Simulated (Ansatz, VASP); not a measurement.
## Pd: VASP beside Ansatz

```
Pd
1.0
     2.77668    0.00000    0.00000
    -1.38834    2.40468    0.00000
     0.00000    0.00000    4.62087
Pd
2
Cartesian
  1.3883 0.8016 3.4656
  0.0000 1.6031 1.1552
```

This isn't the form of Pd at room conditions, which is fcc.

Alike in both runs: functional PBE; k mesh 18 × 18 × 10; occupations gaussian, width 0.1 eV; collinear spin.

Ansatz relaxed the structure, and its values are those at the end. VASP's run is a single point on that final structure, the one shown.

|  | VASP | Ansatz |
| --- | --- | --- |
| version | VASP 6.6.1 | Ansatz 0.2.0 |
| potentials or method | VASP PAW PBE potentials, release 64 (Pd) | scalar-relativistic, plane waves, PAW |
| plane-wave cutoff (eV) | 520 | 420 |
| valence electrons in the cell | 20 | 36 |

VASP gave:

* gap on the k mesh at the Fermi level (eV): none
* pressure (GPa): -0.3
* net moment per atom (μB): 0.36
* size of the moment on the site where the two differ most (μB): 0.36

Problem. Estimate Ansatz's values.

Solution. gap on the k mesh at the Fermi level (eV): none; pressure (GPa): 0.0; net moment per atom (μB): 0.36; size of the moment on the site where the two differ most (μB): 0.37.

Site moments also hang on the region over which each program counts them. A gap of «none» marks a metal or a gap that the smearing closes. The two sets of potentials don't hold the same shells in valence.
